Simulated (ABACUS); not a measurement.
## NaI: single point with PBE

Crystal: NaI.

```
I Na
1.0
     0.00000    3.23640    3.23640
     3.23640    0.00000    3.23640
     3.23640    3.23640    0.00000
I Na
1 1
Direct
  0.50000 0.50000 0.50000
  0.00000 0.00000 0.00000
```

```
Program             : ABACUS 3.10.1
Task                : single point
Functional          : PBE
Potentials or basis : SG15 ONCV 1.2 PBE
Cutoff              : 1211 eV
Density cutoff      : 4844 eV
Basis               : plane waves
k mesh              : 5 × 5 × 5
Occupations         : fermi-dirac, width 0.05 eV
Spin                : no spin polarisation
```

The pressure is 0.4 GPa. The band gap on the k mesh is 3.64 eV, direct.

Levels at points of the mesh, in eV from the valence-band top:
```tsv
k point	band 9	band 10	band 11	band 12	band 13	band 14	band 15	band 16	band 17
(0.00, 0.00, 0.00)	-22.47	-11.03	0.00	0.00	0.00	3.64	7.97	7.97	7.97
```

It took 5.5 s on 4 MPI ranks on Intel(R) Xeon(R) 6975P-C (Granite Rapids), on a shared host, peak memory 0.48 GiB a rank.

Caveat: spin-orbit coupling is left out, which moves the levels of the heavy elements. PBE gaps usually lie below the measured ones, often by a third to a half.
